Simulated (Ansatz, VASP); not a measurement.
## TaN in VASP and in Ansatz

```
CELL_PARAMETERS angstrom
2.93800 0.00000 0.00000
-1.46900 2.54438 0.00000
0.00000 0.00000 2.88300
ATOMIC_POSITIONS crystal
Ta 0.33333 0.66667 0.50000
N 0.00000 0.00000 0.00000
```

Alike in both runs: task single point; functional PBE; dispersion D3(BJ); k mesh 6 × 6 × 6; occupations gaussian, width 0.1 eV; no spin polarisation.

```csv
,VASP,Ansatz
version,VASP 6.6.1,Ansatz 0.2.0
potentials or method,"VASP PAW PBE potentials, release 64 (Ta_pv, N)","scalar-relativistic, plane waves, PAW"
plane-wave cutoff (eV),520,420
valence electrons in the cell,16,18
```

|  | VASP | Ansatz | Ansatz less VASP |
| --- | --- | --- | --- |
| gap on the k mesh at the Fermi level (eV) | none | none | - |
| pressure (GPa) | -1.7 | -2.5 | -0.72 |
| largest component of the traceless stress (GPa) | 0.89 | 0.76 | -0.123 |

A gap of «none» marks a metal or a gap that the smearing closes. The two sets of potentials don't hold the same shells in valence.

Caveats: the k mesh is coarse (spacing up to 0.41 Å⁻¹), so the values aren't converged; pairwise dispersion overbinds metals, which lowers pressure and volume. Spin-orbit coupling is left out, which matters for the levels of Ta.
